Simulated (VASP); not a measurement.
# MnS (R-3m) in VASP: equation of state

Aim: energy against volume of MnS in PBE, for its equilibrium volume and stiffness.

Everything below comes from runs of VASP 6.6.1. Logs are shortened: lines on timing, memory, paths and dates and some standing lists are left out, and cuts for length are marked.

## (1) The crystal as given

The structure is trigonal, space group R-3m (No. 166). The conventional cell has a = 3.660 Å, b = 3.660 Å, c = 8.913 Å, α = 90.00°, β = 90.00°, γ = 120.00°. Mn (site symmetry -3m) is surrounded by 6 S at 2.58 Å. S (site symmetry -3m) is surrounded by 6 Mn at 2.58 Å.

The cell is a database's computed one.

## (2) Equation of state, PBE, collinear spin, ferromagnetic start, 16.20 Å³/atom (volume scaled by 0.94)

Contents of INCAR:

```
SYSTEM = MnS
PREC = Accurate ; ENCUT = 520
EDIFF = 1E-7 ; ISMEAR = -1
SIGMA = 0.05 ; LREAL = .FALSE.
LASPH = .TRUE. ; NELM = 150
ALGO = Normal ; ISIF = 2
LWAVE = .FALSE. ; LCHARG = .FALSE.
ISPIN = 2 ; MAGMOM = 4 0
LORBIT = 11 ; LMAXMIX = 4
GGA = PE ; NBANDS = 20
```

Contents of KPOINTS:

```
regular mesh
0
G
  9 9 9
  0 0 0
```

Contents of POSCAR:

```
MnS
1.0
    1.7926386741      1.0349804211      2.9102722341
   -1.7926386741      1.0349804211      2.9102722341
    0.0000000000     -2.0699608421      2.9102722341
Mn S
1 1
Direct
    0.0000000000      0.0000000000      0.0000000000
    0.5000000000      0.5000000000      0.5000000000
```

Potentials or basis: VASP PAW PBE potentials, release 64 (Mn_pv, S).

On the command line:

```sh
$ cat potpaw_PBE.64/Mn_pv/POTCAR potpaw_PBE.64/S/POTCAR > POTCAR
$ mpirun -np 1 vasp_std > vasp.out
```

OUTCAR:

```text
SYSTEM = MnS
   PREC = Accurate
   ENCUT = 520
   EDIFF = 1E-7
   ISMEAR = -1
   LREAL = .FALSE.
   LASPH = .TRUE.
   NELM = 150
   ISIF = 2
   ISPIN = 2
   LORBIT = 11
   GGA = PE

 ion  position               nearest neighbor table
   1  0.000  0.000  0.000-   2 2.53   2 2.53   2 2.53   2 2.53   2 2.53   2 2.53
   2  0.500  0.500  0.500-   1 2.53   1 2.53   1 2.53   1 2.53   1 2.53   1 2.53

  LATTYP: Found a trigonal (rhomboedric) cell.
 ALAT       =     3.5713334155
 COS(alpha) =     0.4960879726

  Lattice vectors:

 A1 = (   1.7926386741,   1.0349804211,   2.9102722341)
 A2 = (  -1.7926386741,   1.0349804211,   2.9102722341)
 A3 = (   0.0000000000,  -2.0699608421,   2.9102722341)

Analysis of symmetry for initial positions (statically):
=====================================================================
 Subroutine PRICEL returns:
 Original cell was already a primitive cell.

 Routine SETGRP: Setting up the symmetry group for a
 trigonal (rhombohedral) supercell.

 Subroutine GETGRP returns: Found 12 space group operations
 (whereof 12 operations were pure point group operations)
 out of a pool of 12 trial point group operations.

The static configuration has the point symmetry D_3d.

Analysis of symmetry for dynamics (positions and initial velocities):
=====================================================================
 Subroutine PRICEL returns:
 Original cell was already a primitive cell.

 Routine SETGRP: Setting up the symmetry group for a
 trigonal (rhombohedral) supercell.

 Subroutine GETGRP returns: Found 12 space group operations
 (whereof 12 operations were pure point group operations)
 out of a pool of 12 trial point group operations.

The dynamic configuration has the point symmetry D_3d.

Analysis of structural, dynamic, and magnetic symmetry:
=====================================================================
 Subroutine PRICEL returns:
 Original cell was already a primitive cell.

 Routine SETGRP: Setting up the symmetry group for a
 trigonal (rhombohedral) supercell.

 Subroutine GETGRP returns: Found 12 space group operations
 (whereof 12 operations were pure point group operations)
 out of a pool of 12 trial point group operations.

The overall configuration has the point symmetry D_3d.

 Subroutine INISYM returns: Found 12 space group operations
 (whereof 12 operations are pure point group operations),
 and found     1 'primitive' translations

----------------------------------------------------------------------------------------

                                     Primitive cell

  volume of cell :      32.3974

  direct lattice vectors                    reciprocal lattice vectors
     1.792638674  1.034980421  2.910272234     0.278918450  0.161033642  0.114536822
    -1.792638674  1.034980421  2.910272234    -0.278918450  0.161033642  0.114536822
     0.000000000 -2.069960842  2.910272234     0.000000000 -0.322067284  0.114536822

  length of vectors
     3.571333415  3.571333415  3.571333415     0.341827470  0.341827470  0.341827470

  position of ions in fractional coordinates (direct lattice)
     0.000000000  0.000000000  0.000000000
     0.500000000  0.500000000  0.500000000

  ion indices of the primitive-cell ions
   primitive index   ion index
                 1           1
                 2           2

----------------------------------------------------------------------------------------

 KPOINTS: regular mesh

Automatic generation of k-mesh.
 Grid dimensions read from file:
 generate k-points for:    9    9    9

 Generating k-lattice:

  Cartesian coordinates                     Fractional coordinates (reciprocal lattice)
     0.030990939  0.017892627  0.012726314     0.111111111  0.000000000  0.000000000
    -0.030990939  0.017892627  0.012726314     0.000000000  0.111111111  0.000000000
     0.000000000 -0.035785254  0.012726314     0.000000000  0.000000000  0.111111111

  Length of vectors
     0.037980830  0.037980830  0.037980830

  Shift w.r.t. Gamma in fractional coordinates (k-lattice)
     0.000000000  0.000000000  0.000000000

 Subroutine IBZKPT returns following result:
 ===========================================

 Found     85 irreducible k-points:

 Following reciprocal coordinates:
            Coordinates               Weight
  0.000000  0.000000  0.000000      1.000000
  0.111111  0.000000  0.000000      6.000000
  0.222222  0.000000  0.000000      6.000000
  0.333333  0.000000  0.000000      6.000000
  0.444444  0.000000  0.000000      6.000000
  0.111111  0.111111  0.000000      6.000000
[... 42 lines left out ...]
 -0.333333  0.444444  0.111111     12.000000
 -0.222222  0.444444  0.111111     12.000000
 [... further k-points ...]
   k-points           NKPTS =     85   k-points in BZ     NKDIM =     85   number of bands    NBANDS=     20
   number of dos      NEDOS =    301   number of ions     NIONS =      2
   total plane-waves  NPLWV =  21952
   dimension x,y,z NGX =    28 NGY =   28 NGZ =   28
   dimension x,y,z NGXF=    56 NGYF=   56 NGZF=   56
   ions per type =               1   1
   NGX,Y,Z   is equivalent  to a cutoff of  13.03, 13.03, 13.03 a.u.
   NGXF,Y,Z  is equivalent  to a cutoff of  26.07, 26.07, 26.07 a.u.
 SYSTEM =  MnS
   PREC   = accura    normal or accurate (medium, high low for compatibility)
   ISTART =      0    job   : 0-new  1-cont  2-samecut
   ICHARG =      2    charge: 1-file 2-atom 10-const
   ISPIN  =      2    spin polarized calculation?
   LNONCOLLINEAR =      F non collinear calculations
   LSORBIT =      F    spin-orbit coupling
   LASPH  =      T    aspherical Exc in radial PAW
   ENCUT  =  520.0 eV  38.22 Ry    6.18 a.u.   6.64  6.64  6.64*2*pi/ulx,y,z
   NELM   =    150;   NELMIN=  2; NELMDL= -5     # of ELM steps
   EDIFF  = 0.1E-06   stopping-criterion for ELM
   LREAL  =      F    real-space projection
   EDIFFG = 0.1E-05   stopping-criterion for IOM
   NSW    =      0    number of steps for IOM
   IBRION =     -1    ionic relax: 0-MD 1-quasi-New 2-CG
   NFREE  =      0    steps in history (QN), initial steepest desc. (CG)
   ISIF   =      2    stress and relaxation
   ISYM   =      2    0-nonsym 1-usesym 2-fastsym
   POTIM  = 0.5000    time-step for ionic-motion
   TEBEG  =    0.0;   TEEND  =   0.0 temperature during run
   PSTRESS=    0.0 pullay stress
   NELECT =      19.0000    total number of electrons
   NUPDOWN=      -1.0000    fix difference up-down
   EMIN   =  10.00;   EMAX   =-10.00  energy-range for DOS
   EFERMI =   0.00;   METHOD = LEGACY
   ISMEAR =    -1;   SIGMA  =   0.05  broadening in eV -4-tet -1-fermi 0-gaus
   EFERMI_NEDOS =   21; number of points for ismear=-14 and -15
   IALGO  =     38    algorithm
   IMIX   =      4    mixing-type and parameters
     AMIX     =   0.40;   BMIX     =  1.00
     AMIX_MAG =   1.60;   BMIX_MAG =  1.00
  volume/ion in A,a.u.               =      16.20       109.31
  Fermi-wavevector in a.u.,A,eV,Ry     =   1.370322  2.589534 25.548798  1.877784
  Thomas-Fermi vector in A             =   2.496119
   LORBIT       =     11    0 simple, 1 ext, 2 COOP (PROOUT), +10 PAW based schemes
   GGA     = PE    functional components
   LHFCALC =     F    Hartree Fock is set to
   AEXX    =    0.0000 exact exchange contribution
   IVDW    =     0    specifies the selected vdW correction
   LEPSILON=     F    determine dielectric tensor
   LRPA    =     F    only Hartree local field effects (RPA)
 spin polarized calculation
  energy-cutoff  :      520.00
  volume of cell :       32.40
 maximum number of plane-waves:       891
   NGX = 13   NGY = 13   NGZ = 13

 number of electron      19.0000014 magnetization       4.4469795

 Free energy of the ion-electron system (eV)
  ---------------------------------------------------
  ext. energy  EPLUGINS =         0.00000000
  ---------------------------------------------------
  free energy    TOTEN  =       -14.08059703 eV

  energy without entropy =      -14.07087521  energy(sigma->0) =      -14.07573612

 E-fermi :   7.6676     XC(G=0): -11.0849

 val. band max:        7.6001293911   @ k =  -0.1111   0.1111   0.1111
 cond. band min:       7.6729783887   @ k =   0.0000   0.0000   0.0000
 fundamental gap:      0.0728489975
 Fermi energy:         7.6676445036

 spin component 1

 k-point     1 :       0.0000    0.0000    0.0000
  band No.  band energies     occupation
      1     -42.9270      1.00000
      2     -42.9268      1.00000
      3     -42.9268      1.00000
      4      -7.5679      1.00000
      5       4.2382      1.00000
      6       4.2382      1.00000
[... 12 lines left out ...]
     19      19.8342      0.00000
     20      20.6569      0.00000
[... 875 lines left out ...]
 k-point    40 :      -0.1111    0.2222    0.1111
  band No.  band energies     occupation
      1     -42.9331      1.00000
      2     -42.9296      1.00000
      3     -42.9283      1.00000
      4      -6.7392      1.00000
      5       1.8617      1.00000
      6       3.1332      1.00000
[... 12 lines left out ...]
     19      22.2516      0.00000
     20      23.5587      0.00000

 [... further k-points ...]

 spin component 2

 k-point     1 :       0.0000    0.0000    0.0000
  band No.  band energies     occupation
      1     -38.6203      1.00000
      2     -38.6203      1.00000
      3     -38.6200      1.00000
      4      -7.2875      1.00000
      5       5.8292      1.00000
      6       5.8292      1.00000
[... 12 lines left out ...]
     19      20.8887      0.00000
     20      22.2857      0.00000
[... 875 lines left out ...]
 k-point    40 :      -0.1111    0.2222    0.1111
  band No.  band energies     occupation
      1     -38.6286      1.00000
      2     -38.6237      1.00000
      3     -38.6219      1.00000
      4      -6.4889      1.00000
      5       2.6873      1.00000
      6       4.3003      1.00000
[... 12 lines left out ...]
     19      23.0490      0.00000
     20      24.7731      0.00000

 [... further k-points ...]

------------------------ aborting loop because EDIFF is reached ----------------------------------------

  FORCE on cell =-STRESS in cart. coord.  units (eV):
  Direction    XX          YY          ZZ          XY          YZ          ZX
  --------------------------------------------------------------------------------------
  -------------------------------------------------------------------------------------
  Total        0.2820790      0.2820790      0.3696901      0.0000000      0.0000000     -0.0000000
  in kB       13.9499131     13.9499131     18.2826309      0.0000000      0.0000000     -0.0000000
  external PRESSURE =      15.3941523 kB  Pullay stress =       0.0000000 kB

 VOLUME and BASIS-vectors are now :
 -----------------------------------------------------------------------------
  energy-cutoff  :      520.00
  volume of cell :       32.40
      direct lattice vectors                 reciprocal lattice vectors
     1.792638674  1.034980421  2.910272234     0.278918450  0.161033642  0.114536822
    -1.792638674  1.034980421  2.910272234    -0.278918450  0.161033642  0.114536822
     0.000000000 -2.069960842  2.910272234     0.000000000 -0.322067284  0.114536822

 POSITION                                       TOTAL-FORCE (eV/Angst)
 -----------------------------------------------------------------------------------
      0.00000      0.00000      0.00000         0.000000      0.000000     -0.000000
      0.00000      0.00000      4.36541        -0.000000      0.000000      0.000000
 -----------------------------------------------------------------------------------
    total drift:                                0.000000      0.000000      0.000000

  FREE ENERGIE OF THE ION-ELECTRON SYSTEM (eV)
  ---------------------------------------------------
  free  energy   TOTEN  =       -14.0805970310 eV

  energy  without entropy=      -14.0708752081  energy(sigma->0) =      -14.07573612

 total charge

# of ion       s       p       d       tot
------------------------------------------
    1        0.231   6.190   4.975  11.395
    2        1.328   2.415   0.000   3.743
--------------------------------------------------
tot          1.559   8.605   4.975  15.138

 magnetization (x)

# of ion       s       p       d       tot
------------------------------------------
    1        0.053   0.042   3.965   4.061
    2        0.027   0.057   0.000   0.084
--------------------------------------------------
tot          0.080   0.099   3.965   4.145
```

Run time: 92 s. Hardware: 1 thread of Intel Xeon Platinum 8559C (Emerald Rapids), shared host; peak memory 0.22 GiB.

What came out:

```yaml
Free_energy: -14.0806 eV
Pressure: 1.5 GPa
Band_gap_on_the_k_mesh: none (metal or under the smearing width)
Net_moment: 4.45 μB per cell
Site_moments: Mn +4.06; S +0.08 μB
Valence_electrons_inside_the_program's_atomic_spheres: Mn 11.39; S 3.74
```

Caveat: a cell with one magnetic atom can't hold antiferromagnetic order, which such compounds often take; semilocal functionals often make such compounds metallic where correlation or magnetic order opens a gap, which also shifts bond lengths.

[end of part 1 of 2]
